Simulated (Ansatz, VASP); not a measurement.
# TePb in two plane-wave programs

Aim: how closely do two programs agree when they are given the same cell, functional and k mesh? The cell is taken from a series of runs on this material, whose earlier steps may have relaxed, scaled, displaced or heated it; both programs get it as it stands.

Program: Ansatz 0.2.0. Level of theory: plane waves, with VASP 6.6.1 beside it; single point at PBEsol. Results are calculated unless marked as measured.

## Step 1: Starting point

The structure is cubic, space group Fm-3m (No. 225). The conventional cell has a = 6.444 Å, b = 6.444 Å, c = 6.444 Å, α = 90.00°, β = 90.00°, γ = 90.00°. Nearest to Te lie 6 Pb at 3.22 Å. Pb has 6 Te at 3.22 Å nearest. Farther neighbours and most contacts between anions are not listed.

Structure file:

```cif
data_structure
_symmetry_space_group_name_H-M 'P 1'
_symmetry_Int_Tables_number 1
_cell_length_a 4.5565
_cell_length_b 4.5565
_cell_length_c 4.5565
_cell_angle_alpha 60.000
_cell_angle_beta 60.000
_cell_angle_gamma 60.000
_cell_volume 66.89
loop_
_atom_site_label
_atom_site_type_symbol
_atom_site_fract_x
_atom_site_fract_y
_atom_site_fract_z
_atom_site_occupancy
Te1 Te 0.50000 0.50000 0.50000 1
Pb2 Pb 0.00000 0.00000 0.00000 1
```

## Step 2: Ansatz: single point, PBEsol

Ansatz runs on its PAW soft_1 files.

With cell and atoms fixed, the geometry can't cause a difference; cores, projectors, grids and the points listed under the comparison can.

The input, input.yaml:

```yaml
crystal:
  lattice:
    - [0.0, 3.2219370461, 3.2219370461]
    - [3.2219370461, 0.0, 3.2219370461]
    - [3.2219370461, 3.2219370461, 0.0]
  atoms:
    - { symbol: Te, position: [0.5, 0.5, 0.5] }
    - { symbol: Pb, position: [0.0, 0.0, 0.0] }
kpoints:
  mp_grid: { grid: [6, 6, 6] }
  band_path:
    path:
      - [[0.0, 0.0, 0.0], [0.5, 0.0, 0.5], [0.5, 0.25, 0.75], [0.375, 0.375, 0.75], [0.0, 0.0, 0.0], [0.5, 0.5, 0.5], [0.625, 0.25, 0.625], [0.5, 0.25, 0.75], [0.5, 0.5, 0.5], [0.375, 0.375, 0.75]]
      - [[0.625, 0.25, 0.625], [0.5, 0.0, 0.5]]
    npoints: 6
scf:
  occupations: { method: fixed }
  n_extra_bands: 6
hamiltonian:
  xc: pbesol
  pseudopotentials: { kind: paw, azcp: { folder: soft_1 }, xc_functional: pbe }
output:
  optics:
    e_range: [0, 14]
    de: 0.025
    sigma: 0.1
    nscf_kmesh: { grid: [10, 10, 10] }
    kdotp_interpolation: "on"
    bands: { spectra_wanted_up_to: 14 }
  write_bands: true
```

Started as:

```sh
ansatz run input.yaml --threads 4 --pin off --max-ram 8192MiB --backend cpu --events-out ev --progress --plain --runs-dir out
```

Numbers of over 12 decimals in the logs are rounded to 6 here.

The program printed:

```text
scf.n_extra_bands = 6 over 15 filled bands (N_el = 30.0): the run solves 21 bands
Engine: ansatz 0.2.0, aarch64-unknown-linux-gnu
Pseudopotentials: kind: paw
Pseudopotential: Te, paw, valence charge 16, recommended cutoff 420 eV (normal), soft_1/Te.paw.azcp
Pseudopotential: Pb, paw, valence charge 14, recommended cutoff 420 eV (normal), soft_1/Pb.paw.azcp
Functional definition: PBEsol
  exchange = pbesol_x
  correlation = pbesol_c
Crystal: 2 atoms, lattice volume = 66.893 Å³
Basis set: ecut = 420 eV, 1291 PW (Γ)
Bands: 21, of which v1, the nominal top of the filled ones, is band 15 counted from 1 (14 counted from 0)
Symmetry: 48 space group operations
Space group: Fm-3m (ITA 225), of the structure as read, at distance tolerance 4.1e-5 Å
k-points: 16 of 216
Non-local potential: Te, projectors of the file, l = 0: 2, l = 1: 2, l = 2: 2, l = 3: 1
Non-local potential: Pb, projectors of the file, l = 0: 2, l = 1: 2, l = 2: 2, l = 3: 1
PAW form: soft (Blöchl's): semilocal exchange-correlation on the pseudo side does not see the compensation charge
PAW frozen core: Te, regenerated for the run's functional, and the local potential with it (the file was generated under x = pbe(κ = 0.804, μ = 0.219515), c = pbe(β = 0.066725))
PAW frozen core: Pb, regenerated for the run's functional, and the local potential with it (the file was generated under x = pbe(κ = 0.804, μ = 0.219515), c = pbe(β = 0.066725))
PAW one-centre angular grid: Te, 590 points (default); XC on 64 Gauss nodes
PAW one-centre angular grid: Pb, 590 points (default); XC on 64 Gauss nodes
Initial density: superposition of atomic densities (chi_scale 0.1, normalization cell, long waves kept (reshape's long-wave potential 0.00 eV rms))
Initial wavefunctions: pseudopotential atomic-orbital guess
Functional: x = pbesol(κ = 0.804, μ = 0.123457), c = pbesol(β = 0.046)
SCF iter   1: F=—  HF=-18659.879562 eV  |F-HF|=—  |Δ(HF+E_count)|=         —  Δρ=2.46e-2  dr2=1.13e0  ethr=3.10e-3  ⟨swp⟩=5.0  Hψ=1422  notcnv=0  defer=57
preconditioner: auto → none  [insulator: Δε(μ)=0.895 eV  Ē_g=15.757 eV  n_scr=14 (ndim 8)  ℏωp=20.3 eV  f_vac=0.000  ε∞_Penn≈2.7]
SCF iter   2: F=—  HF=-18659.532745 eV  |F-HF|=—  |Δ(HF+E_count)|=   3.47e-1  Δρ=8.50e-3  dr2=8.27e-2  ethr=3.10e-3  ⟨swp⟩=3.7  Hψ=694  notcnv=0  defer=52
SCF iter   3: F=—  HF=-18659.501255 eV  |F-HF|=—  |Δ(HF+E_count)|=   3.15e-2  Δρ=3.28e-3  dr2=5.86e-3  ethr=2.76e-4  ⟨swp⟩=3.1  Hψ=706  notcnv=0  defer=58
SCF iter   4: F=—  HF=-18659.500657 eV  |F-HF|=—  |Δ(HF+E_count)|=   5.98e-4  Δρ=6.32e-4  dr2=1.94e-4  ethr=1.95e-5  ⟨swp⟩=3.0  Hψ=451  notcnv=0  defer=58
SCF iter   5: F=—  HF=-18659.500673 eV  |F-HF|=—  |Δ(HF+E_count)|=   1.55e-5  Δρ=7.44e-5  dr2=3.28e-6  ethr=6.47e-7  ⟨swp⟩=2.8  Hψ=562  notcnv=0  defer=58
SCF iter   6: F=—  HF=-18659.500672 eV  |F-HF|=—  |Δ(HF+E_count)|=   1.24e-6  Δρ=1.69e-5  dr2=1.20e-7  ethr=1.09e-8  ⟨swp⟩=2.0  Hψ=473  notcnv=0  defer=56
SCF iter   7: F=—  HF=-18659.500672 eV  |F-HF|=—  |Δ(HF+E_count)|=   9.51e-8  Δρ=3.30e-6  dr2=5.24e-9  ethr=4.01e-10  ⟨swp⟩=2.0  Hψ=469  notcnv=0  defer=56
SCF iter   8: F=—  HF=-18659.500672 eV  |F-HF|=—  |Δ(HF+E_count)|=  3.57e-10  Δρ=1.74e-7  dr2=2.74e-11  ethr=1.75e-11  ⟨swp⟩=2.1  Hψ=461  notcnv=0  defer=56
SCF iter   9: F=-18659.500672 eV  HF=-18659.500672 eV  |F-HF|=7.28e-12  |Δ(HF+E_count)|=  1.82e-11  Δρ=2.08e-8  dr2=2.72e-13  ethr=1.00e-12  ⟨swp⟩=11.9  Hψ=2163  notcnv=0
SCF 1 converged in 9 iterations: F = -18659.500672 eV  dr2 = 2.72e-13
  greatest PAW one-centre occupation: 0.998 electrons in one spin orbital (limit 2), on the Te atom at site 0 (counted from 0), in its partial waves of l = 2
NSCF: frozen V_eff on 62 k-points
NSCF: frozen V_eff on 47 k-points
[...]
output.optics: what the bands over the 38 summed would add to eps1, eps2 and the energy-loss function is held between a lower and an upper bound (8 Lanczos steps). eps1, eps2 and their loss function (loss_summed_bands) are given on every row as the summed bands alone make them. Along an axis, on a row where the two bounds hold the loss function to about 1 % of the greater of itself and 0.5 % of |1/eps|, its cell (loss_completed) is given, with the completed eps1 and eps2 that it is formed of (a cell that is left empty reads nan in the table and null in the record). The two bounds hold it so along every axis on all 561 rows up to 14.000 eV. [rest of the remark cut]
SCF converged after 9 iterations
Free energy (F): -18659.500672 eV
Harris-Foulkes:  -18659.500672 eV  (|F-HF|=7.28e-12)
Internal energy: -18659.500672 eV  (E = F + TS)
E sigma→0 (E₀):  -18659.500672 eV
Fermi energy:    8.749239 eV
--- Per-component energies (eV) ---
  E_band       = -314.400330
  E_kinetic    = 464.994055
  E_local      = -2706.759797  (includes V_loc(G=0)·N_el)
  E_nonlocal   = 375.908059
  E_hartree    = 1228.586477
  E_xc         = -326.212632
  E_vxc        = -240.529758  (∫ρ·V_xc dr)
  E_paw        = -14835.509780  (= ΣΔE_a)
  E_vpaw       = -665.185909  (= ΣTr[D̂ρ^β])
  E_aug_tail   = 0.000077  (compensation charges beyond the density's cutoff)
  E_ewald      = -2860.944112
  E_core_change = 0.436981  (= ΣΔE_core)
  E_smearing   = -0.000000  (= −TS)
  E_closure    = 0.000000  (closes the sum)
  Σ components = -18659.500672   (vs F -18659.500672, Δ=0.00e0)
--- Band table (eV; the first three rows and the last of 16) ---
  k-point 0: bands = [... 11 lower, 3.1488, 7.3844, 7.3844, 7.3844, 12.8205, 12.8205, 12.8205, 14.5131, ... 2 higher]
  k-point 1: bands = [... 11 lower, 2.4048, 7.4564, 7.4564, 7.7803, 11.6084, 11.8737, 11.8737, 14.3261, ... 2 higher]
  k-point 2: bands = [... 11 lower, 0.9836, 7.6732, 7.6732, 8.3570, 10.1502, 10.5697, 10.5697, 15.2748, ... 2 higher]
  k-point 15: bands = [... 11 lower, 0.8864, 4.5055, 5.3419, 7.4720, 11.5356, 12.9979, 14.7380, 14.8033, ... 2 higher]
```

## Step 3: VASP: single point, PBEsol

The same cell, functional and mesh now go to VASP, with its own data sets.

Lines of VASP's logs that name or quote its potential files are left out, and so is its time.

The input, INCAR:

```
SYSTEM = TePb
PREC = Accurate
ENCUT = 400
EDIFF = 1E-06
NELM = 120
ISMEAR = 0
SIGMA = 0.01
LREAL = .FALSE.
ALGO = Normal
GGA = PS
NBANDS = 16
LORBIT = 11
LWAVE = .FALSE.
LCHARG = .FALSE.
ISIF = 2
LASPH = .TRUE.
GGA_COMPAT = .FALSE.
EFERMI = MIDGAP
```

The input, POSCAR:

```
TePb
1.0
    0.0000000000      3.2219370461      3.2219370461
    3.2219370461      0.0000000000      3.2219370461
    3.2219370461      3.2219370461      0.0000000000
Te Pb
1 1
Direct
    0.5000000000      0.5000000000      0.5000000000
    0.0000000000      0.0000000000      0.0000000000
```

The input, KPOINTS:

```
Automatic mesh
0
Gamma
6 6 6
0 0 0
```

Potentials, in the order of the species: Te and Pb_d (PBE family, release 64).

Started as:

```sh
mpirun -np 1 vasp_std
```

The program printed:

```text
[banner, memory and clock lines left out]
running    1 mpi-ranks, on    1 nodes
 distrk:  each k-point on    1 cores,    1 groups
 distr:  one band on    1 cores,    1 groups

 POSCAR found type information on POSCAR TePb
 POSCAR found :  2 types and       2 ions
|                                                                             |
|               ----> ADVICE to this user running VASP <----                  |
|                                                                             |
|     You enforced a specific xc type in the INCAR file but a different       |
|     [... a line on the potential file left out ...]
|     I HOPE YOU KNOW WHAT YOU ARE DOING!                                     |
|                                                                             |

 LDA part: xc-table for (Slater+PW92), standard interpolation
 POSCAR, INCAR and KPOINTS ok, starting setup
 FFT: planning ... GRIDC
 FFT: planning ... GRID_SOFT
 FFT: planning ... GRID
 WAVECAR not read
 entering main loop
       N       E                     dE             d eps       ncg     rms          rms(c)
DAV:   1     0.130609353691E+03    0.13061E+03   -0.80191E+03   520   0.101E+03
DAV:   2     0.121244763551E+00   -0.13049E+03   -0.12741E+03   560   0.274E+02
DAV:   3    -0.818205917825E+01   -0.83033E+01   -0.82886E+01   664   0.743E+01
DAV:   4    -0.837270051730E+01   -0.19064E+00   -0.19062E+00   680   0.140E+01
DAV:   5    -0.837762229284E+01   -0.49218E-02   -0.49218E-02   688   0.177E+00    0.347E+00
DAV:   6    -0.826569811075E+01    0.11192E+00   -0.25220E-01   736   0.394E+00    0.216E+00
DAV:   7    -0.825977285921E+01    0.59253E-02   -0.73761E-02   680   0.150E+00    0.876E-01
DAV:   8    -0.826001464855E+01   -0.24179E-03   -0.80579E-03   624   0.925E-01    0.121E-01
DAV:   9    -0.825997975848E+01    0.34890E-04   -0.86693E-04   832   0.294E-01    0.372E-02
DAV:  10    -0.825998313175E+01   -0.33733E-05   -0.73888E-05   624   0.741E-02    0.211E-02
DAV:  11    -0.825998575012E+01   -0.26184E-05   -0.13882E-05   720   0.258E-02    0.113E-02
DAV:  12    -0.825998576452E+01   -0.14403E-07   -0.62614E-07   424   0.756E-03
   1 F= -.82599858E+01 E0= -.82599858E+01  d E =0.000000E+00
```

From OUTCAR (step 3):

```text
ion  position               nearest neighbor table
   1  0.500  0.500  0.500-   2 3.22   2 3.22   2 3.22   2 3.22   2 3.22   2 3.22
   2  0.000  0.000  0.000-   1 3.22   1 3.22   1 3.22   1 3.22   1 3.22   1 3.22

  LATTYP: Found a face centered cubic cell.
 ALAT       =     6.4438740922

 Subroutine GETGRP returns: Found 48 space group operations
 (whereof 48 operations were pure point group operations)

The static configuration has the point symmetry O_h .

 Found     16 irreducible k-points:

   k-points           NKPTS =     16   k-points in BZ     NKDIM =     16   number of bands    NBANDS=     16

   dimension x,y,z NGX =    30 NGY =   30 NGZ =   30
   dimension x,y,z NGXF=    60 NGYF=   60 NGZF=   60

   ENCUT  =  400.0 eV  29.40 Ry    5.42 a.u.   7.43  7.43  7.43*2*pi/ulx,y,z

   NELECT =      20.0000    total number of electrons

 k-points in reciprocal lattice and weights: Automatic mesh
   0.00000000  0.00000000  0.00000000       0.005
   0.16666667  0.00000000  0.00000000       0.037
   0.33333333  0.00000000  0.00000000       0.037
   0.50000000  0.00000000  0.00000000       0.019
   0.16666667  0.16666667  0.00000000       0.028
   0.33333333  0.16666667  0.00000000       0.111
   0.50000000  0.16666667  0.00000000       0.111
  -0.33333333  0.16666667  0.00000000       0.111
  -0.16666667  0.16666667  0.00000000       0.056
[...]
-0.33333333  0.33333333  0.16666667       0.111
  -0.33333333  0.50000000  0.16666667       0.056

 average (electrostatic) potential at core
       1 -88.0551       2 -91.3741

 E-fermi :   5.8951

 k-point     1 :       0.0000    0.0000    0.0000
  band No.  band energies     occupation
    ...
      6      -6.5350      2.00000
      7      -0.0245      2.00000
      8       4.2037      2.00000
      9       4.2037      2.00000
     10       4.2037      2.00000
     11       9.6355      0.00000
     12       9.6355      0.00000
     13       9.6355      0.00000
     14      11.3077      0.00000
     15      11.3077      0.00000
    ...

 k-point     2 :       0.1667    0.0000    0.0000
  band No.  band energies     occupation
    ...
      6      -6.2950      2.00000
      7      -0.7711      2.00000
      8       4.2759      2.00000
      9       4.2759      2.00000
     10       4.6009      2.00000
     11       8.4247      0.00000
     12       8.6867      0.00000
     13       8.6867      0.00000
     14      11.1327      0.00000
     15      11.8210      0.00000
    ...

 k-point     3 :       0.3333    0.0000    0.0000
  band No.  band energies     occupation
    ...
      6      -5.6382      2.00000
      7      -2.1970      2.00000
      8       4.4935      2.00000
      9       4.4935      2.00000
     10       5.1778      2.00000
     11       6.9680      0.00000
     12       7.3824      0.00000
     13       7.3824      0.00000
     14      12.0852      0.00000
     15      13.1937      0.00000
    ...

  Total       -0.0151566     -0.0151566     -0.0151566      0.0000000     -0.0000000      0.0000000
  in kB       -0.3630215     -0.3630215     -0.3630215      0.0000000     -0.0000000      0.0000000
  external PRESSURE =      -0.3630215 kB  Pullay stress =       0.0000000 kB

  energy-cutoff  :      400.00
  volume of cell :       66.89
      direct lattice vectors                 reciprocal lattice vectors
     0.000000000  3.221937046  3.221937046    -0.155186148  0.155186148  0.155186148
     3.221937046  0.000000000  3.221937046     0.155186148 -0.155186148  0.155186148
     3.221937046  3.221937046  0.000000000     0.155186148  0.155186148 -0.155186148

 POSITION                                       TOTAL-FORCE (eV/Angst)
 -----------------------------------------------------------------------------------
      3.22194      3.22194      3.22194        -0.000000      0.000000     -0.000000
      0.00000      0.00000      0.00000         0.000000     -0.000000      0.000000
 -----------------------------------------------------------------------------------
    total drift:                               -0.000000      0.000000      0.000000

  FREE ENERGIE OF THE ION-ELECTRON SYSTEM (eV)
  ---------------------------------------------------
  free  energy   TOTEN  =        -8.2599857645 eV

  energy  without entropy=       -8.2599857645  energy(sigma->0) =       -8.25998576

 total charge
# of ion       s       p       d       tot
------------------------------------------
    1        1.377   1.988   0.019   3.385
    2        1.448   0.588   9.831  11.866
--------------------------------------------------
tot          2.825   2.576   9.850  15.251

[... 3 further parts left out ...]
```

The run ends at a pressure of -0.04 GPa.

## Step 4: Comparison

Known differences besides the potentials themselves: fixed occupations in Ansatz, narrow Gaussian smearing in VASP; the data sets hold 30 valence electrons in Ansatz (on its PAW soft_1 files) and 20 in VASP; the cutoff is 420 eV in Ansatz and 400 eV in VASP; Ansatz makes its cores anew for this functional, VASP keeps those of its PBE data sets. Total energies have different zeros and are not compared.

The two programs side by side:

| quantity | Ansatz | VASP | difference |
| --- | --- | --- | --- |
| gap on the k mesh (eV) | 0.653 | 0.650 | +0.003 |

A gap on the mesh is an upper bound, since the band edges may lie between its points; neither run holds spin-orbit coupling, which can move the band edges of a compound of Pb.

## Step 5: What came out

| Item | Value |
| --- | --- |
| difference in gap on the k mesh (single point, PBEsol) | 0.0026 eV |

The difference in gap on the k mesh is 0.0026 eV (single point, PBEsol), within the 0.08 eV picked in this series as the mark of a large difference. The data sets hold unlike numbers of valence electrons (30 in Ansatz and 20 in VASP), so part of the differences comes from the potentials. Such differences can come from data sets, numerical settings and the points named under the comparisons, not from the functional's error against experiment.

[Lines on the potential files, build, host, timing and source positions are cut from VASP's logs without a mark.]

[Logs are printed without paths, hosts, clocks, repeated set-up lines and the standing remarks that a program may print on its own settings, such as how far it seeks lower states.]

[Hosts, paths, dates, database ids (printed as entryN), source tags and the programs' standing remarks are cut or masked in the printed files.]
